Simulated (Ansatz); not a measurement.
# Polymorphs of CaB

These are results of DFT PBE, scalar-relativistic, plane waves, PAW in Ansatz 0.2.0, not measurements. Settings: cutoff 420 eV, Γ-centred meshes spaced at most about 0.3 Å⁻¹, and about 0.25 Å⁻¹ or finer for metals (2π included), Gaussian smearing. No spin polarisation.

Formation energies are uncorrected and refer to the elements' standard structures at the same level.

All energies are static (0 K, no zero-point motion). Larger cells and other orderings weren't all tried, so the list isn't exhaustive. Kohn–Sham gaps at this level usually fall short of measured ones.

Invented guesses were relaxed alike, and ends that match in structure were merged. ΔE counts from the first row. Coordination counts B atoms around Ca (those within 1.25 times the shortest such distance or 1.15 times the sum of covalent radii, 1.27 where that leaves under three; a plus sign parts nearer from farther groups). The ends were matched against large subsets of the Crystallography Open Database and the Materials Project, so a missing match doesn't prove that a structure is unreported.

```tsv
#	reached from	type and space group	atoms	Å³/atom	coordination	ΔE (meV/atom)	gap on mesh (eV)	in databases
1	5-, 6-connected net, elements by coordination, changed on relaxing	C2/m (No. 12)	4	22.1	Ca 6	0	0.08	no match
2	random cell	R-3m (No. 166)	4	22.2	Ca 4+3	21	0.28	no match
3	close-packed layers stacked ABAB	P-3m1 (No. 164)	4	18.9	Ca 1+3	369	0.00	no match
4	random cell	caesium chloride, Pm-3m (No. 221)	2	17.4	Ca 8	612	0.00	no match
5	ordered superstructure of hcp	tungsten carbide, P-6m2 (No. 187)	2	20.9	Ca 6	901	0.00	no match
```

The lowest: Space group C2/m (No. 12), monoclinic, a = 8.908 Å, b = 4.262 Å, c = 6.045 Å, β = 129.7°. Around Ca lie 6 B at 2.78–2.89 Å; B is surrounded by 1 B at 1.53 Å and 6 Ca at 2.78–2.89 Å. Its energy over the elements is +0.101 eV/atom. It can't be a ground state, since the elements alone are lower. An observed structure of this formula, if there is one, may be missing.

```
Ca B
1.0
     4.45409   -2.13114    0.00000
     4.45409    2.13114    0.00000
    -3.86495    0.00000    4.64756
Ca B
2 2
Direct
  0.25214 0.25214 0.74923
  0.74786 0.74786 0.25077
  0.00642 0.00642 0.13265
  0.99358 0.99358 0.86735
```

The second: Space group R-3m (No. 166), trigonal, a = 4.559 Å, c = 14.807 Å. Around Ca lie 3 B at 2.68 Å, 1 B at 2.91 Å and 3 B at 3.32 Å; around B lie 1 B at 1.53 Å, 3 Ca at 2.68 Å and 1 Ca at 2.91 Å. Counting B atoms around Ca, the first has Ca 6 and the second has Ca 4+3. The first and the second both hold B–B pairs. Cells relaxed within their symmetry can be saddle points. Some candidate types were left out of the draw beforehand, so a known form may be missing.
